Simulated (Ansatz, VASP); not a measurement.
**ZnO: VASP beside Ansatz**

```xyz
4
Lattice="3.2797 0.0000 0.0000 -1.6398 2.8403 0.0000 0.0000 0.0000 5.2933" Properties=species:S:1:pos:R:3 pbc="T T T"
Zn    0.0000    1.8935    0.0081
Zn    1.6398    0.9468    2.6548
O     0.0000    1.8935    2.0144
O     1.6398    0.9468    4.6611
```

Alike in both runs: functional revPBE; dispersion D3(BJ); k mesh 8 × 8 × 6; occupations gaussian, width 0.05 eV; no spin polarisation.

Ansatz relaxed the structure, and its values are those at the end. VASP's run is a single point on that final structure, the one shown.

|  | VASP | Ansatz |
| --- | --- | --- |
| version | VASP 6.6.1 | Ansatz 0.2.0 |
| potentials or method | VASP PAW PBE potentials, release 64 (Zn, O) | scalar-relativistic, plane waves, PAW |
| plane-wave cutoff (eV) | 520 | 420 |
| valence electrons in the cell | 36 | 36 |

```tsv
	VASP	Ansatz	Ansatz less VASP
gap on the k mesh at the Fermi level (eV)	0.80	0.82	+0.023
least direct gap on the mesh (eV)	0.80	0.82	+0.023
pressure (GPa)	-1.6	-2.5	-0.94
dispersion energy (meV/atom)	-425.6	-425.6	-0.04
```

Caveats: the PAW data sets were made with another functional, which shifts forces and pressure a little (VASP).
